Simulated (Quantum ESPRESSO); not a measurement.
## Al in Quantum ESPRESSO: convergence with k mesh

Crystal: Al.

```xyz
1
Lattice="0.0000 2.0248 2.0248 2.0248 0.0000 2.0248 2.0248 2.0248 0.0000" Properties=species:S:1:pos:R:3 pbc="T T T"
Al    0.0000    0.0000    0.0000
```

| Item | Value |
| --- | --- |
| Program | Quantum ESPRESSO 7.5 |
| Task | single point |
| Functional | PBEsol |
| Potentials or basis | GBRV 1.5 PBEsol |
| Cutoff | 612 eV |
| Density cutoff | 4898 eV |
| k mesh | 2 × 2 × 2 |
| Occupations | fermi-dirac, width 0.1 eV |
| Spin | no spin polarisation |

These are the settings of the first run; the series varies k mesh, with any setting tied to it.

Hardware: 1 thread of Arm Neoverse V2, with other jobs on the host.

Q: The values tried are 2 × 2 × 2, 3 × 3 × 3, 5 × 5 × 5, 7 × 7 × 7, 8 × 8 × 8, 10 × 10 × 10, 11 × 11 × 11, 13 × 13 × 13, 15 × 15 × 15, loosest first. From which on does the pressure stay within 0.1 GPa of the tightest run that finished?

A: From 8 × 8 × 8 on.

```tsv
k mesh	energy less the tightest run, at zero smearing (meV/atom)	pressure (GPa)	SCF cycles	CPU time (s)	peak memory (GiB)
2 × 2 × 2	-676.32	-7.77	6	0.63	0.05
3 × 3 × 3	571.99	-3.30	6	0.66	0.05
5 × 5 × 5	54.41	-0.41	6	0.83	0.05
7 × 7 × 7	-47.68	-2.37	6	1.1	0.05
8 × 8 × 8	4.84	-2.00	6	1.4	0.05
10 × 10 × 10	18.21	-1.98	6	1.9	0.05
11 × 11 × 11	-8.79	-1.98	6	2.2	0.05
13 × 13 × 13	3.85	-2.12	6	3.1	0.05
15 × 15 × 15	0.00	-2.06	6	4.2	0.05
```

Not settled before the last step: the energy (to 1 meV/atom). Meshes of other sizes hit other points, so gaps and Fermi surfaces needn't settle smoothly. The tightest run that finished is the yardstick and may itself not be fully converged.
